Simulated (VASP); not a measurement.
# KI (Fm-3m) in VASP: notebook, part 2 of 2

VASP 6.6.1. The steps go on from the part before.

## Step 4: Single point, HSE06

The input, POSCAR:

```
KI
1.0
    0.0000000000      3.5445661619      3.5445661619
    3.5445661619      0.0000000000      3.5445661619
    3.5445661619      3.5445661619      0.0000000000
K I
1 1
Direct
    0.0000000000      0.0000000000      0.0000000000
    0.5000000000      0.5000000000      0.5000000000
```

The input, INCAR.step1:

```
PREC = Accurate ; ENCUT = 520
EDIFF = 1E-5 ; ISMEAR = 0
SIGMA = 0.01 ; LREAL = False
LASPH = True ; NELM = 100
ALGO = Normal ; ISIF = 2
LWAVE = True ; LCHARG = False
NBANDS = 15 ; GGA = PE
```

The input, INCAR.step2:

```
PREC = Accurate ; ENCUT = 520
EDIFF = 1E-7 ; ISMEAR = 0
SIGMA = 0.01 ; LREAL = False
LASPH = True ; NELM = 100
ALGO = Normal ; ISIF = 2
LWAVE = False ; LCHARG = False
GGA = PE ; LHFCALC = True
HFSCREEN = 0.2079 ; PRECFOCK = Normal
NBANDS = 15 ; ISTART = 1
```

The input, KPOINTS:

```
Automatic mesh
0
Gamma
  4 4 4
```

Potentials or basis: VASP PAW PBE potentials, release 64 (K_sv, I).

Launch:

```console
> cat potpaw_PBE.64/K_sv/POTCAR potpaw_PBE.64/I/POTCAR > POTCAR
> cp INCAR.step1 INCAR
> mpirun -np 1 vasp_std > vasp.out
> cp INCAR.step2 INCAR
> mpirun -np 1 vasp_std > vasp.out
```

OUTCAR:

```text
PREC = Accurate
   ENCUT = 520
   EDIFF = 1E-7
   ISMEAR = 0
   LREAL = False
   LASPH = True
   NELM = 100
   ISIF = 2
   GGA = PE
   LHFCALC = True
   HFSCREEN = 0.2079
   PRECFOCK = Normal
   ISTART = 1

 ion  position               nearest neighbor table
   1  0.000  0.000  0.000-   2 3.54   2 3.54   2 3.54   2 3.54   2 3.54   2 3.54
   2  0.500  0.500  0.500-   1 3.54   1 3.54   1 3.54   1 3.54   1 3.54   1 3.54

  LATTYP: Found a face centered cubic cell.
 ALAT       =     7.0891323238

[... 323 lines left out ...]
------------------------ aborting loop because EDIFF is reached ----------------------------------------

  FORCE on cell =-STRESS in cart. coord.  units (eV):
  Direction    XX          YY          ZZ          XY          YZ          ZX
  --------------------------------------------------------------------------------------
  -------------------------------------------------------------------------------------
  Total        0.1567636      0.1567636      0.1567636      0.0000000     -0.0000000      0.0000000
  in kB        2.8199190      2.8199190      2.8199190      0.0000000     -0.0000000      0.0000000
  external PRESSURE =       2.8199190 kB  Pullay stress =       0.0000000 kB

 VOLUME and BASIS-vectors are now :
 -----------------------------------------------------------------------------
  energy-cutoff  :      520.00
  volume of cell :       89.07
      direct lattice vectors                 reciprocal lattice vectors
     0.000000000  3.544566162  3.544566162    -0.141060987  0.141060987  0.141060987
     3.544566162  0.000000000  3.544566162     0.141060987 -0.141060987  0.141060987
     3.544566162  3.544566162  0.000000000     0.141060987  0.141060987 -0.141060987

 POSITION                                       TOTAL-FORCE (eV/Angst)
 -----------------------------------------------------------------------------------
      0.00000      0.00000      0.00000        -0.000000      0.000000     -0.000000
      3.54457      3.54457      3.54457         0.000000     -0.000000      0.000000
 -----------------------------------------------------------------------------------
    total drift:                               -0.000000     -0.000000     -0.000000

  FREE ENERGIE OF THE ION-ELECTRON SYSTEM (eV)
  ---------------------------------------------------
  free  energy   TOTEN  =        -6.4023624690 eV

  energy  without entropy=       -6.4023624690  energy(sigma->0) =       -6.40236247
```

OUTCAR.step1:

```text
PREC = Accurate
   ENCUT = 520
   EDIFF = 1E-5
   ISMEAR = 0
   LREAL = False
[... 348 lines left out ...]
      0.00000      0.00000      0.00000         0.000000     -0.000000      0.000000
      3.54457      3.54457      3.54457        -0.000000      0.000000      0.000000
 -----------------------------------------------------------------------------------
    total drift:                                0.000000     -0.000000     -0.000000

  FREE ENERGIE OF THE ION-ELECTRON SYSTEM (eV)
  ---------------------------------------------------
  free  energy   TOTEN  =        -5.5586586106 eV

  energy  without entropy=       -5.5586586106  energy(sigma->0) =       -5.55865861
```

OSZICAR.step1:

```text
N       E                     dE             d eps       ncg     rms          rms(c)
DAV:   1     0.920318604354E+02    0.92032E+02   -0.64312E+03   240   0.910E+02
DAV:   2    -0.126639628123E+00   -0.92159E+02   -0.85471E+02   296   0.214E+02
DAV:   3    -0.537505319601E+01   -0.52484E+01   -0.52209E+01   317   0.448E+01
DAV:   4    -0.563903993404E+01   -0.26399E+00   -0.26391E+00   436   0.919E+00
DAV:   5    -0.564129509085E+01   -0.22552E-02   -0.22551E-02   317   0.829E-01    0.300E+00
DAV:   6    -0.555690700121E+01    0.84388E-01   -0.96573E-02   317   0.178E+00    0.214E+00
DAV:   7    -0.555270206686E+01    0.42049E-02   -0.11308E-01   310   0.168E+00    0.785E-01
DAV:   8    -0.555801774620E+01   -0.53157E-02   -0.11667E-02   268   0.703E-01    0.133E-01
DAV:   9    -0.555847576107E+01   -0.45801E-03   -0.81783E-04   331   0.167E-01    0.789E-02
DAV:  10    -0.555861010279E+01   -0.13434E-03   -0.12732E-04   285   0.597E-02    0.212E-02
DAV:  11    -0.555865881336E+01   -0.48711E-04   -0.63315E-05   268   0.454E-02    0.188E-02
DAV:  12    -0.555865861056E+01    0.20280E-06   -0.24256E-06   246   0.123E-02
   1 F= -.55586586E+01 E0= -.55586586E+01  d E =-.948256E-94
```

Wall time 14 min (1 thread of Intel Xeon 6975P-C, shared host); peak memory 0.36 GiB.

What came out:

- Free energy: -6.4024 eV
- Pressure: 0.3 GPa
- Band gap on the k mesh: 4.93 eV, direct

Caveat: the PAW data sets were made with another functional, which shifts forces and pressure a little; spin-orbit coupling is left out, which moves the levels of the heavy elements.

## Step 5: Overview

| level | k mesh | grid for exact exchange (PRECFOCK) | screening parameter | gap on the mesh (eV) | pressure (GPa) |
| --- | --- | --- | --- | --- | --- |
| PBEsol | 5 × 5 × 5 | - | - | 3.79 | -0.4 |
| HSE06 | 2 × 2 × 2 | Normal | 0.2079 1/Å | 4.97 | 0.8 |
| HSE06 | 4 × 4 × 4 | Normal | 0.2079 1/Å | 4.93 | 0.3 |

Alike in all rows: task single point; potentials or basis VASP PAW PBE potentials, release 64 (K_sv, I); no spin polarisation; cell as given; cutoff (eV) 520; smearing gaussian 0.01 eV.

Caveats: some runs use coarse meshes; the PAW data sets were made with another functional, which shifts forces and pressure a little; spin-orbit coupling is left out, which moves the levels of the heavy elements.

Total energies depend on the potentials used, so only differences within one code and one set of settings carry meaning.

## Step 6: Comparison with measurements

Step 2. A measured gap of KI is 6.32 eV (a printed reference work, monograph); the calculated 3.79 eV misses it by -2.53 eV. Spin-orbit coupling on I is left out. The value is that of PBEsol, without temperature or zero-point motion. Semilocal functionals fall short of measured gaps as a rule.

Step 4. A measured gap of KI is 6.32 eV (a printed reference work, monograph); the calculated 4.93 eV misses it by -1.39 eV. Spin-orbit coupling on I is left out. The value is that of HSE06, without temperature or zero-point motion.
